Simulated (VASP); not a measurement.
# AlH5 (P-43m) in VASP: further runs

The runs below take AlH5 through single point, relaxation of cell and atoms, with PBE.

Everything below comes from runs of VASP 6.6.1. Logs are shortened: lines on timing, memory, paths and dates and some standing lists are left out, and cuts for length are marked.

## (1) The cell of the first run

It takes space group P-43m (No. 215, cubic). The conventional cell has a = 3.446 Å, b = 3.446 Å, c = 3.446 Å, α = 90.00°, β = 90.00°, γ = 90.00°. Al (site symmetry -43m) is surrounded by 4 H at 1.69 Å. Around H (site symmetry 3m) lie 1 H at 1.30 Å. Around H (site symmetry -43m) lie 4 H at 1.30 Å.

The cell was built by a generator and needn't be a form met in nature.

## (2) Single point, PBE (random cell by space group and Wyckoff sites (P-43m, No. 215))

The input, INCAR:

```
ALGO = Fast ; EDIFF = 1E-6
ENCUT = 520 ; GGA = PE
ISIF = 2 ; ISMEAR = 0
LASPH = True ; LCHARG = True
LELF = True ; LREAL = False
LVHAR = True ; LWAVE = False
NBANDS = 13 ; NELM = 80
PREC = Accurate ; SIGMA = 0.1
```

The input, KPOINTS:

```
k-points
0
Gamma
  12 12 12
```

The input, POSCAR:

```
AlH5
1.0
    3.4460515927      0.0000000000      0.0000000000
    0.0000000000      3.4460515927      0.0000000000
    0.0000000000      0.0000000000      3.4460515927
Al H
1 5
Direct
    0.0000000000      0.0000000000      0.0000000000
    0.2823879496      0.2823879496      0.2823879496
    0.7176120504      0.7176120504      0.2823879496
    0.7176120504      0.2823879496      0.7176120504
    0.2823879496      0.7176120504      0.7176120504
    0.5000000000      0.5000000000      0.5000000000
```

Potentials or basis: VASP PAW PBE potentials, release 64 (Al, H).

Started as:

```
$ cat potpaw_PBE.64/Al/POTCAR potpaw_PBE.64/H/POTCAR > POTCAR
$ mpirun -np 1 vasp_std > vasp.out
```

OUTCAR:

```text
EDIFF = 1E-6
   ENCUT = 520
   GGA = PE
   ISIF = 2
   ISMEAR = 0
   LASPH = True
   LREAL = False
   NELM = 80
   PREC = Accurate

 ion  position               nearest neighbor table
   1  0.000  0.000  0.000-   2 1.69   3 1.69   4 1.69   5 1.69
   2  0.282  0.282  0.282-   1 1.69
   3  0.718  0.718  0.282-   1 1.69
   4  0.718  0.282  0.718-   1 1.69
   5  0.282  0.718  0.718-   1 1.69
   6  0.500  0.500  0.500-

  LATTYP: Found a simple cubic cell.
 ALAT       =     3.4460515927

  Lattice vectors:

 A1 = (   3.4460515927,   0.0000000000,   0.0000000000)
 A2 = (   0.0000000000,   3.4460515927,   0.0000000000)
 A3 = (   0.0000000000,   0.0000000000,   3.4460515927)

Analysis of symmetry for initial positions (statically):
=====================================================================
 Subroutine PRICEL returns:
 Original cell was already a primitive cell.

 Routine SETGRP: Setting up the symmetry group for a
 simple cubic supercell.

 Subroutine GETGRP returns: Found 24 space group operations
 (whereof 24 operations were pure point group operations)
 out of a pool of 48 trial point group operations.

The static configuration has the point symmetry T_d .

Analysis of symmetry for dynamics (positions and initial velocities):
=====================================================================
 Subroutine PRICEL returns:
 Original cell was already a primitive cell.

 Routine SETGRP: Setting up the symmetry group for a
 simple cubic supercell.

 Subroutine GETGRP returns: Found 24 space group operations
 (whereof 24 operations were pure point group operations)
 out of a pool of 48 trial point group operations.

The dynamic configuration has the point symmetry T_d .

 Subroutine INISYM returns: Found 24 space group operations
 (whereof 24 operations are pure point group operations),
 and found     1 'primitive' translations

----------------------------------------------------------------------------------------

                                     Primitive cell

  volume of cell :      40.9228

  direct lattice vectors                    reciprocal lattice vectors
     3.446051593  0.000000000  0.000000000     0.290187182  0.000000000  0.000000000
     0.000000000  3.446051593  0.000000000     0.000000000  0.290187182  0.000000000
     0.000000000  0.000000000  3.446051593     0.000000000  0.000000000  0.290187182

  length of vectors
     3.446051593  3.446051593  3.446051593     0.290187182  0.290187182  0.290187182

  position of ions in fractional coordinates (direct lattice)
     0.000000000  0.000000000  0.000000000
     0.282387950  0.282387950  0.282387950
     0.717612050  0.717612050  0.282387950
     0.717612050  0.282387950  0.717612050
     0.282387950  0.717612050  0.717612050
     0.500000000  0.500000000  0.500000000

  ion indices of the primitive-cell ions
   primitive index   ion index
                 1           1
                 2           2
                 3           3
                 4           4
                 5           5
                 6           6

----------------------------------------------------------------------------------------

 KPOINTS: k-points

Automatic generation of k-mesh.
 Grid dimensions read from file:
 generate k-points for:   12   12   12

 Generating k-lattice:

  Cartesian coordinates                     Fractional coordinates (reciprocal lattice)
     0.024182265  0.000000000  0.000000000     0.083333333  0.000000000  0.000000000
     0.000000000  0.024182265  0.000000000     0.000000000  0.083333333  0.000000000
     0.000000000  0.000000000  0.024182265     0.000000000  0.000000000  0.083333333

  Length of vectors
     0.024182265  0.024182265  0.024182265

  Shift w.r.t. Gamma in fractional coordinates (k-lattice)
     0.000000000  0.000000000  0.000000000

 Subroutine IBZKPT returns following result:
 ===========================================

 Found     84 irreducible k-points:

 Following reciprocal coordinates:
            Coordinates               Weight
  0.000000  0.000000  0.000000      1.000000
  0.083333  0.000000  0.000000      6.000000
  0.166667  0.000000  0.000000      6.000000
  0.250000  0.000000  0.000000      6.000000
  0.333333  0.000000  0.000000      6.000000
  0.416667  0.000000  0.000000      6.000000
[... 16 lines left out ...]
  0.333333  0.333333  0.000000     12.000000
  0.416667  0.333333  0.000000     24.000000
 [... further k-points ...]
   k-points           NKPTS =     84   k-points in BZ     NKDIM =     84   number of bands    NBANDS=     13
   number of dos      NEDOS =    301   number of ions     NIONS =      6
   total plane-waves  NPLWV =  21952
   dimension x,y,z NGX =    28 NGY =   28 NGZ =   28
   dimension x,y,z NGXF=    56 NGYF=   56 NGZF=   56
   ions per type =               1   5
   NGX,Y,Z   is equivalent  to a cutoff of  13.51, 13.51, 13.51 a.u.
   NGXF,Y,Z  is equivalent  to a cutoff of  27.02, 27.02, 27.02 a.u.
[... 85 lines left out ...]
  band No.  band energies     occupation
      1      -8.5128      2.00000
      2       0.1937      2.00000
      3       1.0994      2.00000
      4       1.0994      2.00000
      5       2.3722      0.00000
      6       7.8233      0.00000
      7       8.0857      0.00000
      8      13.1007      0.00000
      9      13.1007      0.00000
     10      13.4231      0.00000
     11      15.9873      0.00000
     12      17.3060      0.00000
     13      17.3063      0.00000

 k-point     3 :       0.1667    0.0000    0.0000
  band No.  band energies     occupation
      1      -8.2804      2.00000
      2      -1.0358      2.00000
      3       1.2044      2.00000
      4       1.2044      2.00000
      5       3.0454      0.00000
      6       8.0576      0.00000
      7       8.9925      0.00000
      8      12.1490      0.00000
      9      12.1490      0.00000
     10      12.8547      0.00000
     11      15.6865      0.00000
     12      16.9447      0.00000
     13      17.8323      0.00000

 k-point     4 :       0.2500    0.0000    0.0000
  band No.  band energies     occupation
      1      -7.8985      2.00000
      2      -2.2804      2.00000
      3       1.3576      2.00000
      4       1.3576      2.00000
      5       3.5785      0.00000
      6       8.4365      0.00000
      7      10.1909      0.00000
      8      11.1660      0.00000
      9      11.1660      0.00000
     10      11.9769      0.00000
     11      15.3595      0.00000
     12      15.9572      0.00000
     13      18.2613      0.00000

 k-point     5 :       0.3333    0.0000    0.0000
  band No.  band energies     occupation
      1      -7.3812      2.00000
      2      -3.4496      2.00000
      3       1.5239      1.99740
      4       1.5239      1.99740
      5       4.0171      0.00000
      6       8.9299      0.00000
      7      10.3523      0.00000
      8      10.3523      0.00000
      9      10.8789      0.00000
     10      11.7164      0.00000
     11      14.0029      0.00000
     12      15.9791      0.00000
     13      18.3851      0.00000
[... 257 lines left out ...]
 k-point    22 :       0.5000    0.2500    0.0000
  band No.  band energies     occupation
      1      -5.8211      2.00000
      2      -4.2905      2.00000
      3      -0.2053      2.00000
      4       0.3566      2.00000
      5       5.5695      0.00000
      6       7.6603      0.00000
      7       9.5173      0.00000
      8      10.3833      0.00000
      9      11.5250      0.00000
     10      12.2179      0.00000
     11      15.1152      0.00000
     12      15.3281      0.00000
     13      16.4976      0.00000

 k-point    23 :       0.3333    0.3333    0.0000
  band No.  band energies     occupation
      1      -6.2549      2.00000
      2      -2.9375      2.00000
      3      -1.5161      2.00000
      4       0.5061      2.00000
      5       5.6575      0.00000
      6       8.0387      0.00000
      7       9.5866      0.00000
      8       9.6000      0.00000
      9      11.7136      0.00000
     10      12.8026      0.00000
     11      13.9337      0.00000
     12      16.5125      0.00000
     13      16.8986      0.00000

 k-point    24 :       0.4167    0.3333    0.0000
  band No.  band energies     occupation
      1      -5.7308      2.00000
      2      -3.4160      2.00000
      3      -1.3993      2.00000
      4      -0.0874      2.00000
      5       5.9709      0.00000
      6       7.9193      0.00000
      7       9.5107      0.00000
      8       9.9782      0.00000
      9      11.0788      0.00000
     10      12.3056      0.00000
     11      14.0375      0.00000
     12      15.6737      0.00000
     13      17.6253      0.00000

 [... further k-points ...]

------------------------ aborting loop because EDIFF is reached ----------------------------------------

  FORCE on cell =-STRESS in cart. coord.  units (eV):
  Direction    XX          YY          ZZ          XY          YZ          ZX
  --------------------------------------------------------------------------------------
  -------------------------------------------------------------------------------------
  Total       -0.0747520     -0.0747520     -0.0747520      0.0000000     -0.0000000      0.0000000
  in kB       -2.9266303     -2.9266303     -2.9266303      0.0000000     -0.0000000      0.0000000
  external PRESSURE =      -2.9266303 kB  Pullay stress =       0.0000000 kB

 VOLUME and BASIS-vectors are now :
 -----------------------------------------------------------------------------
  energy-cutoff  :      520.00
  volume of cell :       40.92
      direct lattice vectors                 reciprocal lattice vectors
     3.446051593  0.000000000  0.000000000     0.290187182  0.000000000  0.000000000
     0.000000000  3.446051593  0.000000000     0.000000000  0.290187182  0.000000000
     0.000000000  0.000000000  3.446051593     0.000000000  0.000000000  0.290187182

 POSITION                                       TOTAL-FORCE (eV/Angst)
 -----------------------------------------------------------------------------------
      0.00000      0.00000      0.00000         0.000000      0.000000      0.000000
      0.97312      0.97312      0.97312        -0.006131     -0.006131     -0.006131
      2.47293      2.47293      0.97312         0.006131      0.006131     -0.006131
      2.47293      0.97312      2.47293         0.006131     -0.006131      0.006131
      0.97312      2.47293      2.47293        -0.006131      0.006131      0.006131
      1.72303      1.72303      1.72303        -0.000000      0.000000      0.000000
 -----------------------------------------------------------------------------------
    total drift:                               -0.000000     -0.000000     -0.000000

  FREE ENERGIE OF THE ION-ELECTRON SYSTEM (eV)
  ---------------------------------------------------
  free  energy   TOTEN  =       -18.0534756621 eV

  energy  without entropy=      -18.0528477069  energy(sigma->0) =      -18.05316168
```

Wall time 21 s (1 thread of AMD EPYC 9R45 (Zen 5), shared host); peak memory 0.14 GiB.

Results:

| Quantity | Value |
| --- | --- |
| Free energy | -18.0535 eV |
| Pressure | -0.3 GPa |
| Largest force | 0.011 eV/Å |
| Band gap on the k mesh | none (metal or under the smearing width) |

Forces on the atoms (eV/Å):
```
Al   0.000  0.000  0.000
H   -0.006 -0.006 -0.006
H    0.006  0.006 -0.006
H    0.006 -0.006  0.006
H   -0.006  0.006  0.006
H    0.000  0.000  0.000
```

## (3) Relaxation of cell and atoms, PBE (random cell by space group and Wyckoff sites (P-43m, No. 215))

The input, INCAR:

```
ALGO = Normal
EDIFF = 1E-6
EDIFFG = -0.01
ENCUT = 600
GGA = PE
IBRION = 2
ISIF = 3
ISMEAR = 0
LASPH = T
LCHARG = F
LREAL = F
LWAVE = F
NELM = 100
NSW = 100
PREC = Accurate
SIGMA = 0.1
```

KPOINTS is that of step 2.

The input, POSCAR:

```
AlH5
1.0
    3.4515138865      0.0000000000      0.0000000000
    0.0000000000      3.4515138865      0.0000000000
    0.0000000000      0.0000000000      3.4515138865
Al H
1 5
Direct
    0.0000000000      0.0000000000      0.0000000000
    0.2823529310      0.2823529310      0.2823529310
    0.7176470690      0.7176470690      0.2823529310
    0.7176470690      0.2823529310      0.7176470690
    0.2823529310      0.7176470690      0.7176470690
    0.5000000000      0.5000000000      0.5000000000
```

Potentials or basis: VASP PAW PBE potentials, release 64 (Al, H).

Started as:

```
$ cat potpaw_PBE.64/Al/POTCAR potpaw_PBE.64/H/POTCAR > POTCAR
$ mpirun -np 1 vasp_std > vasp.out
```

Run time: 18 s. Hardware: 1 thread of AMD EPYC 9R45 (Zen 5), shared host; peak memory 0.14 GiB.

The run converged. Its results:

- Free energy: -18.0556 eV
- Relaxed volume: 6.83 Å³/atom
- Relaxed cell: a = 3.448 Å, b = 3.448 Å, c = 3.448 Å, α = 90.00°, β = 90.00°, γ = 90.00°
- Space group after relaxing (to 0.05 Å): P-43m (No. 215)
- Energy gained by relaxing: 0.0 meV/atom
- Ionic steps: 2
- Pressure after relaxing: -0.2 GPa
- Band gap on the k mesh: none (metal or under the smearing width)

Step by step:
| step | energy change (eV) | largest force (eV/Å) | pressure (GPa) | volume (Å³) |
| --- | --- | --- | --- | --- |
| 1 | 0.0000 | 0.0216 | -0.46 | 41.12 |
| 2 | -0.0003 | 0.0007 | -0.22 | 41.00 |

Final structure:
```
Al H
1.0
     3.44827    0.00000    0.00000
     0.00000    3.44827    0.00000
     0.00000    0.00000    3.44827
Al H
1 5
Direct
  0.00000 0.00000 0.00000
  0.28218 0.28218 0.28218
  0.71782 0.71782 0.28218
  0.71782 0.28218 0.71782
  0.28218 0.71782 0.71782
  0.50000 0.50000 0.50000
```

Levels at points of the mesh, in eV from the Fermi level:
```tsv
k point	band 2	band 3	band 4	band 5	band 6	band 7
(0.00, 0.00, 0.00)	-0.67	-0.67	-0.67	-0.01	6.01	6.01
(0.50, 0.00, 0.00)	-6.71	-0.03	-0.03	2.73	7.89	7.89
(0.50, 0.50, 0.00)	-4.29	-3.79	-3.79	5.18	6.72	7.54
(0.50, 0.50, 0.50)	-2.68	-2.68	-2.68	-0.32	2.59	2.59
```

## (4) Single point, PBE (random cell by space group and Wyckoff sites (P-43m, No. 215))

The input, INCAR:

```
SYSTEM = AlH5
PREC = Accurate
ENCUT = 520
EDIFF = 1E-7
ISMEAR = 0
SIGMA = 0.1
LREAL = .FALSE.
LASPH = .TRUE.
NELM = 100
ALGO = Fast
ISIF = 2
LWAVE = .FALSE.
LCHARG = .FALSE.
GGA = PE
NBANDS = 13
```

The input, KPOINTS:

```
regular mesh
0
G
  6 6 6
  0 0 0
```

POSCAR is that of step 3.

Started as:

```
$ cat potpaw_PBE.64/Al/POTCAR potpaw_PBE.64/H/POTCAR > POTCAR
$ mpirun -np 1 vasp_std > vasp.out
```

Run time: 6.6 s. Hardware: 1 thread of AMD EPYC 9R45 (Zen 5), shared host; peak memory 0.11 GiB.

It converged, with:

* Free energy: -18.0458 eV
* Pressure: -0.5 GPa
* Largest force: 0.027 eV/Å
* Band gap on the k mesh: none (metal or under the smearing width)

Forces on the atoms (eV/Å):
```
Al   0.000  0.000  0.000
H   -0.016 -0.016 -0.016
H    0.016  0.016 -0.016
H    0.016 -0.016  0.016
H   -0.016  0.016  0.016
H    0.000  0.000  0.000
```

Levels at points of the mesh, in eV from the Fermi level:
```csv
k point,band 2,band 3,band 4,band 5,band 6,band 7
"(0.00, 0.00, 0.00)",-0.68,-0.68,-0.68,-0.03,6.00,6.00
"(0.50, 0.00, 0.00)",-6.70,-0.04,-0.04,2.71,7.87,7.87
"(0.50, 0.50, 0.00)",-4.29,-3.79,-3.79,5.16,6.69,7.52
"(0.50, 0.50, 0.50)",-2.68,-2.68,-2.68,-0.34,2.58,2.58
```

## (5) Relaxation of cell and atoms, PBE (random cell by space group and Wyckoff sites (P-43m, No. 215))

The input, INCAR:

```
  PREC = Accurate
  ENCUT = 600
  EDIFF = 1E-6
  ISMEAR = 0
  SIGMA = 0.1
  LREAL = False
  LASPH = True
  NELM = 100
  ALGO = Normal
  ISIF = 3
  LWAVE = False
  LCHARG = False
  GGA = PE
  IBRION = 2
  NSW = 90
  EDIFFG = -0.04
```

The input, KPOINTS:

```
regular mesh
0
Gamma
  6 6 6
```

The input, POSCAR:

```
AlH5
1.0
    3.4614864630      0.0000000000      0.0000000000
    0.0000000000      3.4614864630      0.0000000000
    0.0000000000      0.0000000000      3.4614864630
Al H
1 5
Direct
    0.0000000000      0.0000000000      0.0000000000
    0.2805429734      0.2805429734      0.2805429734
    0.7194570266      0.7194570266      0.2805429734
    0.7194570266      0.2805429734      0.7194570266
    0.2805429734      0.7194570266      0.7194570266
    0.5000000000      0.5000000000      0.5000000000
```

Started as:

```
$ cat potpaw_PBE.64/Al/POTCAR potpaw_PBE.64/H/POTCAR > POTCAR
$ mpirun -np 1 vasp_std > vasp.out
```

It took 6 s on 1 thread of AMD EPYC 9R45 (Zen 5), shared host; peak memory 0.12 GiB.

Results (log left out):

```
Free energy                            : -18.0471 eV
Relaxed volume                         : 6.89 Å³/atom
Relaxed cell                           : a = 3.458 Å, b = 3.458 Å, c = 3.458 Å, α = 90.00°, β = 90.00°, γ = 90.00°
Space group after relaxing (to 0.05 Å) : P-43m (No. 215)
Energy gained by relaxing              : 0.2 meV/atom
Ionic steps                            : 2
Pressure after relaxing                : -0.4 GPa
Largest force after relaxing           : 0.039 eV/Å
Band gap on the k mesh                 : none (metal or under the smearing width)
```

Forces on the atoms (eV/Å):
```
Al   0.000  0.000  0.000
H    0.023  0.023  0.023
H   -0.023 -0.023  0.023
H   -0.023  0.023 -0.023
H    0.023 -0.023 -0.023
H    0.000  0.000  0.000
```

Step by step:
```tsv
step	energy change (eV)	largest force (eV/Å)	pressure (GPa)	volume (Å³)
1	0.0000	0.0691	-0.42	41.48
2	-0.0010	0.0394	-0.41	41.37
```

Final structure:
```
Al H
1.0
     3.45846    0.00000    0.00000
     0.00000    3.45846    0.00000
     0.00000    0.00000    3.45846
Al H
1 5
Cartesian
  0.0000 3.4585 0.0000
  0.9722 0.9722 0.9722
  2.4863 2.4863 0.9722
  2.4863 0.9722 2.4863
  0.9722 2.4863 2.4863
  1.7292 1.7292 1.7292
```

Levels at points of the mesh, in eV from the Fermi level:
```csv
k point,band 1,band 2,band 3,band 4,band 5,band 6,band 7,band 8
"(0.00, 0.00, 0.00)",-10.22,-0.68,-0.68,-0.68,0.00,6.03,6.03,11.78
"(0.50, 0.00, 0.00)",-8.01,-6.68,-0.05,-0.05,2.72,7.88,7.88,7.97
"(0.50, 0.50, 0.00)",-6.49,-4.30,-3.76,-3.76,5.09,6.75,7.52,7.52
"(0.50, 0.50, 0.50)",-5.66,-2.67,-2.67,-2.67,-0.36,2.63,2.63,2.63
```

## (6) Overview

```csv
task,cell,k mesh,cutoff (eV),gap on the mesh (eV),pressure (GPa),relaxed volume (Å³/atom),largest force (eV/Å)
single point,"random cell by space group and Wyckoff sites (P-43m, No. 215)",12 × 12 × 12,520,none,-0.3,-,0.01
relaxation of cell and atoms,"relaxed from: random cell by space group and Wyckoff sites (P-43m, No. 215)",12 × 12 × 12,600,none,-0.2,6.83,-
single point,"random cell by space group and Wyckoff sites (P-43m, No. 215)",6 × 6 × 6,520,none,-0.5,-,0.03
relaxation of cell and atoms,"relaxed from: random cell by space group and Wyckoff sites (P-43m, No. 215)",6 × 6 × 6,600,none,-0.4,6.89,0.04
```

Alike in all rows: level PBE; potentials or basis VASP PAW PBE potentials, release 64 (Al, H); no spin polarisation; smearing gaussian 0.1 eV.

Absolute energies hang on the potentials; compare differences alone.
